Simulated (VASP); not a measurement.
# Si (I4_1/amd) in VASP: notebook

The runs below take Si through band structure, RPA correlation energy, with PBEsol0, PBE.

Everything below comes from runs of VASP 6.6.1. Logs are shortened: lines on timing, memory, paths and dates and some standing lists are left out, and cuts for length are marked.

## (1) The crystal as given

The structure is tetragonal, space group I4_1/amd (No. 141). Conventional cell: a = 4.743 Å, b = 4.743 Å, c = 2.659 Å, α = 90.00°, β = 90.00°, γ = 90.00°. Si (site symmetry -4m2) has 6 Si at 2.46 to 2.66 Å as nearest neighbours.

This isn't the form of Si at room conditions, which is diamond.

## (2) Band structure, PBEsol0

Input file POSCAR:

```
Si
1.0
   -2.3713723045      2.3713723045      1.3292653899
    2.3713723045     -2.3713723045      1.3292653899
    2.3713723045      2.3713723045     -1.3292653899
Si
2
Direct
    0.5000000000      0.5000000000      0.0000000000
    0.2500000000      0.7500000000      0.5000000000
```

Input file INCAR.step1:

```
SYSTEM = Si
PREC = Accurate ; ENCUT = 520
EDIFF = 1E-5 ; ISMEAR = -1
SIGMA = 0.05 ; LREAL = .False.
LASPH = .True. ; NELM = 100
ALGO = Normal ; ISIF = 2
LWAVE = .True. ; LCHARG = .False.
GGA = PE
```

Input file INCAR.step2:

```
SYSTEM = Si
PREC = Accurate ; ENCUT = 520
EDIFF = 1E-6 ; ISMEAR = -1
SIGMA = 0.05 ; LREAL = .False.
LASPH = .True. ; NELM = 100
ALGO = Normal ; ISIF = 2
LWAVE = .False. ; LCHARG = .False.
GGA = PS ; LHFCALC = .True.
AEXX = 0.25 ; PRECFOCK = Normal
ISTART = 1 ; HFRCUT = -1
```

Input file KPOINTS:

```
Automatic mesh
0
Gamma
  6 6 6
  0 0 0
```

Input file KPOINTS_OPT:

```
path GXMGZPNZ1M,XP
8
line-mode
reciprocal
 0.0000000000  0.0000000000  0.0000000000  G
 0.0000000000  0.0000000000  0.5000000000  X

 0.0000000000  0.0000000000  0.5000000000  X
-0.5000000000  0.5000000000  0.5000000000  M

-0.5000000000  0.5000000000  0.5000000000  M
 0.0000000000  0.0000000000  0.0000000000  G

 0.0000000000  0.0000000000  0.0000000000  G
 0.3285532063  0.3285532063 -0.3285532063  Z

 0.3285532063  0.3285532063 -0.3285532063  Z
 0.2500000000  0.2500000000  0.2500000000  P

 0.2500000000  0.2500000000  0.2500000000  P
 0.0000000000  0.5000000000  0.0000000000  N

 0.0000000000  0.5000000000  0.0000000000  N
-0.3285532063  0.6714467937  0.3285532063  Z1

-0.3285532063  0.6714467937  0.3285532063  Z1
-0.5000000000  0.5000000000  0.5000000000  M

 0.0000000000  0.0000000000  0.5000000000  X
 0.2500000000  0.2500000000  0.2500000000  P
```

Potentials or basis: VASP PAW PBE potentials, release 64 (Si).

Run with:

```console
cat potpaw_PBE.64/Si/POTCAR > POTCAR
cp INCAR.step1 INCAR
mpirun -np 1 vasp_std > vasp.out
cp INCAR.step2 INCAR
mpirun -np 1 vasp_std > vasp.out
```

OUTCAR:

```text
SYSTEM = Si
   PREC = Accurate
   ENCUT = 520
   EDIFF = 1E-6
   ISMEAR = -1
   LREAL = .False.
   LASPH = .True.
   NELM = 100
   ISIF = 2
   GGA = PS
   LHFCALC = .True.
   AEXX = 0.25
   PRECFOCK = Normal
   ISTART = 1

 ion  position               nearest neighbor table
   1  0.500  0.500  0.000-   2 2.46   2 2.46   2 2.46   2 2.46   2 3.10   2 3.10   2 3.10   2 3.10

   2  0.250  0.750  0.500-   1 2.46   1 2.46   1 2.46   1 2.46   1 3.10   1 3.10   1 3.10   1 3.10

  LATTYP: Found a body centered tetragonal cell.
 ALAT       =     4.7427446090
 C/A-ratio  =     0.5605468983

  Lattice vectors:

 A1 = (  -2.3713723045,   2.3713723045,   1.3292653899)
 A2 = (   2.3713723045,  -2.3713723045,   1.3292653899)
 A3 = (   2.3713723045,   2.3713723045,  -1.3292653899)

Analysis of symmetry for initial positions (statically):
=====================================================================
 Subroutine PRICEL returns:
 Original cell was already a primitive cell.

 Routine SETGRP: Setting up the symmetry group for a
 body centered tetragonal supercell.

 Subroutine GETGRP returns: Found 16 space group operations
 (whereof  8 operations were pure point group operations)
 out of a pool of 16 trial point group operations.

The static configuration has the point symmetry D_2d.
 The point group associated with its full space group is D_4h.

Analysis of symmetry for dynamics (positions and initial velocities):
=====================================================================
 Subroutine PRICEL returns:
 Original cell was already a primitive cell.

 Routine SETGRP: Setting up the symmetry group for a
 body centered tetragonal supercell.

 Subroutine GETGRP returns: Found 16 space group operations
 (whereof  8 operations were pure point group operations)
 out of a pool of 16 trial point group operations.

The dynamic configuration has the point symmetry D_2d.
 The point group associated with its full space group is D_4h.

 Subroutine INISYM returns: Found 16 space group operations
 (whereof  8 operations are pure point group operations),
 and found     1 'primitive' translations

----------------------------------------------------------------------------------------

                                     Primitive cell

  volume of cell :      29.9000

  direct lattice vectors                    reciprocal lattice vectors
    -2.371372304  2.371372304  1.329265390     0.000000000  0.210848376  0.376147610
     2.371372304 -2.371372304  1.329265390     0.210848376  0.000000000  0.376147610
[... 93 lines left out ...]
   POTIM  = 0.5000    time-step for ionic-motion
   TEBEG  =    0.0;   TEEND  =   0.0 temperature during run
   PSTRESS=    0.0 pullay stress
   NELECT =       8.0000    total number of electrons
   NUPDOWN=      -1.0000    fix difference up-down
   EMIN   =  10.00;   EMAX   =-10.00  energy-range for DOS
   EFERMI =   0.00;   METHOD = LEGACY
   ISMEAR =    -1;   SIGMA  =   0.05  broadening in eV -4-tet -1-fermi 0-gaus
   EFERMI_NEDOS =   21; number of points for ismear=-14 and -15
   IALGO  =     38    algorithm
   IMIX   =      1    mixing-type and parameters
     AMIX     =   0.40;   BMIX     =  1.00
     AMIX_MAG =   1.60;   BMIX_MAG =  1.00
  volume/ion in A,a.u.               =      14.95       100.89
  Fermi-wavevector in a.u.,A,eV,Ry     =   1.054908  1.993486 15.140973  1.112830
  Thomas-Fermi vector in A             =   2.190086
   LORBIT       =      0    0 simple, 1 ext, 2 COOP (PROOUT), +10 PAW based schemes
   GGA     = PS    functional components
   LHFCALC =     T    Hartree Fock is set to
   PRECFOCK=normal    Normal, Fast or Accurate (Low or Medium for compatibility)
   ENCUT4O =  -1.0   cutoff for four orbital integrals eV
   NKREDX  =     1    reduce k-point grid by
   NKREDY  =     1    reduce k-point grid by
   NKREDZ  =     1    reduce k-point grid by
   AEXX    =    0.2500 exact exchange contribution
   HFSCREEN=    0.0000 screening length (either q_TF or 0.3 A-1)
   HFSCREENC=   0.0000 screening length for correlation (either q_TF or 0.3 A-1)
   ENCUTFOCK=  -1.0 apply spherical cutoff to Coloumb kernel
   IVDW    =     0    specifies the selected vdW correction
   LEPSILON=     F    determine dielectric tensor
   LRPA    =     F    only Hartree local field effects (RPA)
 non-spin polarized calculation
  energy-cutoff  :      520.00
  volume of cell :       29.90
 maximum number of plane-waves:       818
  NGX = 24; NGY = 24; NGZ = 24

 number of electron       8.0000000 magnetization

 Free energy of the ion-electron system (eV)
  ---------------------------------------------------
  ext. energy  EPLUGINS =         0.00000000
  ---------------------------------------------------
  free energy    TOTEN  =       -13.24162897 eV

  energy without entropy =      -13.23932988  energy(sigma->0) =      -13.24047943

 E-fermi :   9.4681     XC(G=0):  -8.6935

 val. band max:        9.4106532284   @ k =  -0.3333   0.5000   0.3333
 cond. band min:       9.8755102284   @ k =  -0.1667   0.3333   0.1667
 fundamental gap:      0.4648570000
 Fermi energy:         9.4681029292

 k-point     1 :       0.0000    0.0000    0.0000
  band No.  band energies     occupation
      1      -6.9493      2.00000
      2       6.0142      2.00000
      3       6.0142      2.00000
      4       7.0367      2.00000
      5      11.4075      0.00000
      6      18.1071      0.00000
      7      19.8512      0.00000
      8      19.8833      0.00000
[... 243 lines left out ...]
 k-point    24 :      -0.1667   -0.3333    0.1667
  band No.  band energies     occupation
      1      -1.0848      2.00000
      2       3.6001      2.00000
      3       5.3635      2.00000
      4       6.2208      2.00000
      5       7.7475      2.00000
      6      11.7580      0.00000
      7      12.5321      0.00000
      8      15.4927      0.00000

 [... further k-points ...]
[... 5 lines left out ...]
  --------------------------------------------------------------------------------------
  -------------------------------------------------------------------------------------
  Total        0.3179468      0.3179468     -1.4204897      0.0000000      0.0000000      0.0000000
  in kB       17.0370296     17.0370296    -76.1162694      0.0000000      0.0000000      0.0000000
  external PRESSURE =     -14.0140701 kB  Pullay stress =       0.0000000 kB

 VOLUME and BASIS-vectors are now :
 -----------------------------------------------------------------------------
  energy-cutoff  :      520.00
  volume of cell :       29.90
      direct lattice vectors                 reciprocal lattice vectors
    -2.371372304  2.371372304  1.329265390     0.000000000  0.210848376  0.376147610
     2.371372304 -2.371372304  1.329265390     0.210848376  0.000000000  0.376147610
     2.371372304  2.371372304 -1.329265390     0.210848376  0.210848376  0.000000000

 POSITION                                       TOTAL-FORCE (eV/Angst)
 -----------------------------------------------------------------------------------
      0.00000      0.00000      1.32927        -0.000000      0.000000      0.000000
      2.37137     -0.00000      0.66463         0.000000     -0.000000     -0.000000
 -----------------------------------------------------------------------------------
    total drift:                                0.000000      0.000000     -0.000000

  FREE ENERGIE OF THE ION-ELECTRON SYSTEM (eV)
  ---------------------------------------------------
  free  energy   TOTEN  =       -13.2416289746 eV

  energy  without entropy=      -13.2393298841  energy(sigma->0) =      -13.24047943
```

OUTCAR.step1:

```text
SYSTEM = Si
   PREC = Accurate
   ENCUT = 520
   EDIFF = 1E-5
   ISMEAR = -1
   LREAL = .False.
[... 490 lines left out ...]
      0.00000      0.00000      1.32927         0.000000      0.000000     -0.000000
      2.37137     -0.00000      0.66463        -0.000000     -0.000000      0.000000
 -----------------------------------------------------------------------------------
    total drift:                                0.000000      0.000000      0.000000

  FREE ENERGIE OF THE ION-ELECTRON SYSTEM (eV)
  ---------------------------------------------------
  free  energy   TOTEN  =       -10.2051138993 eV

  energy  without entropy=      -10.1970309757  energy(sigma->0) =      -10.20107244
```

Run time: 20 min. Hardware: 1 thread of Intel Xeon 6975P-C (Granite Rapids), shared host; peak memory 0.19 GiB.

What came out:

| Quantity | Value |
| --- | --- |
| Free energy | -13.2416 eV |
| Pressure | -1.4 GPa |
| Band gap along the path | none (metal or under the smearing width) |

Stress tensor (GPa, compression positive):
```
 1.70  0.00  0.00
 0.00  1.70  0.00
 0.00  0.00 -7.61
```

Levels at the corners of the path, in eV from the Fermi level:
```
point  band 1  band 2  band 3  band 4  band 5  band 6  band 7  band 8
    Γ  -16.42   -3.45   -3.45   -2.43    1.94    8.64   10.38   10.42
    X  -12.80  -12.80    0.45    0.45    3.34    3.34    9.26    9.26
    X  -12.80  -12.80    0.45    0.45    3.34    3.34    9.26    9.26
    M  -10.00  -10.00   -8.44   -8.44    6.41    6.41   14.86   14.99
    M  -10.00  -10.00   -8.44   -8.44    6.41    6.41   14.86   14.86
    Γ  -16.42   -3.45   -3.45   -2.43    1.94    8.64   10.38   10.41
    Γ  -16.42   -3.45   -3.45   -2.43    1.94    8.64   10.38   10.40
    Z   -7.83   -7.30   -5.91   -5.91   -5.85    7.26    7.27    7.27
    Z   -7.83   -7.30   -5.91   -5.91   -5.85    7.26    7.27    7.27
    P   -7.81   -7.81   -6.51   -6.51    4.99    4.99    7.20    7.23
    P   -7.81   -7.81   -6.51   -6.51    4.99    4.99    7.20    7.21
    N   -9.39   -8.42   -3.02   -2.80   -2.20    1.43    5.44    6.39
    N   -9.39   -8.42   -3.02   -2.80   -2.20    1.43    5.44    6.39
   Z1   -7.83   -7.30   -5.91   -5.91   -5.85    7.26    7.27    7.27
   Z1   -7.83   -7.30   -5.91   -5.91   -5.85    7.26    7.27    7.27
    M  -10.00  -10.00   -8.44   -8.44    6.41    6.41   14.86   14.93
    X  -12.80  -12.80    0.45    0.45    3.34    3.34    9.26    9.27
    P   -7.81   -7.81   -6.51   -6.51    4.99    4.99    7.20    7.23
```

Caveat: the k mesh is coarse (spacing up to 0.45 Å⁻¹), so the values aren't converged, least of all with exact exchange; the PAW data sets were made with another functional, which shifts forces and pressure a little.

(Continued in part 2 of 2.)
